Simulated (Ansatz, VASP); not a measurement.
This is a calculation of Ni for Ansatz 0.2.0.

File input.yaml:

```yaml
crystal:
  lattice:
    - [2.4149374515, 0.0, 0.0]
    - [-1.2074687258, 2.0913971816, 0.0]
    - [0.0, 0.0, 4.0177628822]
  atoms:
    - { symbol: Ni, position: [0.6666666667, 0.3333333333, 0.75], spin: 1.0 }
    - { symbol: Ni, position: [0.3333333333, 0.6666666667, 0.25], spin: 1.0 }
kpoints:
  mp_grid: { grid: [12, 12, 7] }
scf:
  occupations: { method: fermi_dirac, width: 0.05 }
hamiltonian:
  xc: lda
  pseudopotentials: { kind: all_electron, lapw: { basis_error: 0.001 } }
magnetization:
  spin_polarized: true
output:
  forces: true
  stress: true
  eigenvalues: true
```

Potentials or basis: all-electron LAPW, scalar-relativistic.

Run with:

```console
$ ansatz run input.yaml --threads 2 --pin off --max-ram 6144MiB --backend cpu --events-out ev --progress --plain --runs-dir out
```

Set up the same calculation for VASP 6.6.1. Potentials there: VASP PAW LDA potentials, release 64 (Ni).

As run (the cutoff follows the program's own potentials):

File INCAR:

```
SYSTEM = Ni
PREC = Accurate
ENCUT = 520
EDIFF = 1E-6
ISMEAR = -1
SIGMA = 0.05
LREAL = .FALSE.
LASPH = .TRUE.
NELM = 150
ALGO = Fast
ISIF = 2
LWAVE = .FALSE.
LCHARG = .FALSE.
ISPIN = 2
MAGMOM = 1 1
LORBIT = 11
LMAXMIX = 4
NBANDS = 21
```

Contents of KPOINTS:

```
Automatic mesh
0
G
  12 12 7
  0 0 0
```

Contents of POSCAR:

```
Ni
1.0
    2.4149374515      0.0000000000      0.0000000000
   -1.2074687258      2.0913971816      0.0000000000
    0.0000000000      0.0000000000      4.0177628822
Ni
2
Direct
    0.6666666667      0.3333333333      0.7500000000
    0.3333333333      0.6666666667      0.2500000000
```

Potentials or basis: VASP PAW LDA potentials, release 64 (Ni).

Run with:

```console
$ cat potpaw_LDA.64/Ni/POTCAR > POTCAR
$ mpirun -np 1 vasp_std > vasp.out
```

Both were run:

|  | VASP | Ansatz | Ansatz less VASP |
| --- | --- | --- | --- |
| gap on the k mesh at the Fermi level (eV) | none | none | - |
| pressure (GPa) | -2.2 | -2.1 | +0.10 |
| largest component of the traceless stress (GPa) | 2.34 | 2.61 | +0.271 |
| net moment per atom (μB) | 0.56 | 0.60 | +0.037 |
| size of the moment on the site where the two differ most (μB) | 0.56 | 0.61 | +0.055 |

Site moments also hang on the region over which each program counts them. A gap of «none» marks a metal or a gap that the smearing closes. Ansatz ran all-electron here, so the differences hold the error of VASP's frozen core and of both bases.
